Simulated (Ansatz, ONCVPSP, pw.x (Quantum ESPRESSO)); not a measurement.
# What a changed setting does to a pw.x run (fcc Ru)

Potential: optimised norm-conserving Vanderbilt (ONCV), ONCVPSP 4.0.1.1 (patched build), PBEsol; core [Ar] 3d10, reference 4s2 4p6 4d7 5s1; waves: 4s+5s: rc 1.40 bohr, ncon 4, nbas 7, qcut 6.9 1/bohr, 2 projectors; 4p: rc 1.75 bohr, ncon 4, nbas 7, qcut 7.8 1/bohr, 2 projectors, debl 2 Ha; 4d: rc 2.15 bohr, ncon 4, nbas 8, qcut 8.3 1/bohr, 2 projectors, debl 0.7 Ha; local part: polynomial inside 1.10 bohr (lpopt 2, dvloc0 0 Ha); core correction: Teter function, fcfact 4.5, rcfact 1.3.

The reference run (k-mesh 15³, cutoffs 135/540 Ry, Fermi–Dirac 0.01 Ry, mixing_beta 0.4, conv_thr 1e-9, no spin) gives 1.81 GPa at 13.350 Å³/atom, where all-electron LAPW gives 1.19 GPa. This run, with its own iteration cap, changes electron_maxstep to 4, a wrong or extreme entry chosen on purpose.

```
&control
  calculation='scf', prefix='x', pseudo_dir='./', outdir='./tmp', tstress=.true., disk_io='none'
/
&system
  ibrav=0, nat=1, ntyp=1, ecutwfc=135, ecutrho=540, nbnd=16,
  occupations='smearing', smearing='fd', degauss=0.01
/
&electrons
  conv_thr=1e-09, mixing_beta=0.4, electron_maxstep=4
/
ATOMIC_SPECIES
Ru 1.0 Ru.UPF
CELL_PARAMETERS angstrom
  0.00000000 1.88285593 1.88285593
  1.88285593 0.00000000 1.88285593
  1.88285593 1.88285593 0.00000000
ATOMIC_POSITIONS crystal
Ru 0.0000 0.0000 0.0000
K_POINTS automatic
15 15 15 0 0 0
```

```bash
pw.x < Ru.scf.in > Ru.scf.out
```

Question: How does the run end?

Answer: It does not reach self-consistency within its iteration cap.

```
Message from routine setup:
     using ibrav=0 with symmetry is DISCOURAGED, use correct ibrav instead
     lattice parameter (alat)  =       5.0319  a.u.
     unit-cell volume          =      90.0903 (a.u.)^3
     number of electrons       =        16.00
     number of Kohn-Sham states=           16
     kinetic-energy cutoff     =     135.0000  Ry
     charge density cutoff     =     540.0000  Ry
     scf convergence threshold =      1.0E-09
     Exchange-correlation= PBESOL
     number of k points=   120  Fermi-Dirac smearing, width (Ry)=  0.0100
     iteration #  1     ecut=   135.00 Ry     beta= 0.40
     total energy              =    -198.06156319 Ry
     estimated scf accuracy    <       0.13700064 Ry
     iteration #  2     ecut=   135.00 Ry     beta= 0.40
     total energy              =    -198.07933651 Ry
     estimated scf accuracy    <       0.00480428 Ry
     iteration #  3     ecut=   135.00 Ry     beta= 0.40
     total energy              =    -198.07957764 Ry
     estimated scf accuracy    <       0.00078476 Ry
     iteration #  4     ecut=   135.00 Ry     beta= 0.40
     total energy              =    -198.07962727 Ry
     estimated scf accuracy    <       0.00002641 Ry
     convergence NOT achieved after   4 iterations: stopping
     Message from routine punch:
     Nothing written, as per user request (disk_io='none')
```

The run took about 35 s on one core of a shared host (Neoverse-V1, 32 threads, 126 GiB, load 14).
